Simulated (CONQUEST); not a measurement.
## Pb under changes of volume

One of the cells (30.323 Å³/atom); the others are scaled copies at fixed shape and fractional positions:

```
Pb
1.0
     3.50021    0.00000    0.00000
     0.00000    3.50021    0.00000
     0.00000    0.00000    4.95004
Pb
2
Cartesian
  0.0000 0.0000 0.0000
  1.7501 1.7501 2.4750
```

- Program: CONQUEST 1.3
- Functional: PBEsol
- Potentials or basis: PseudoDojo NC PBEsol, DZP, grid of 36 × 36 × 48 points
- k mesh: 8 × 8 × 6
- Occupations: fermi-dirac, width 0.05 eV
- Spin: no spin polarisation

| volume (Å³/atom) | energy over the lowest point (meV/atom) | pressure (GPa) |
| --- | --- | --- |
| 28.503 | 18.27 | 3.7 |
| 29.110 | 7.49 | 2.2 |
| 29.716 | 1.65 | 0.9 |
| 30.323 | 0.00 | 0.2 |
| 30.929 | ? | ? |
| 31.535 | 4.17 | -1.4 |
| 32.142 | 11.27 | -2.2 |

What does the run at 30.929 Å³/atom give?

Energy over the lowest point 0.33 meV/atom; pressure -0.5 GPa.

Worked out: A Birch-Murnaghan fit of order 3 (a polynomial in V^(-2/3)) to the other rows has its minimum at 30.41 Å³/atom with B0 = V·E''(V) = 43 GPa and B' = 5.9. It gives 0.62 meV/atom at 30.929 Å³/atom, against the run's 0.33, and -dE/dV = -0.7 GPa, against -0.5.

Energies are extrapolated to zero smearing.

Caveats: the basis of atomic orbitals isn't converged, which shifts pressures, moduli and gaps; the real-space grid breaks the cell's symmetry a little (some runs).
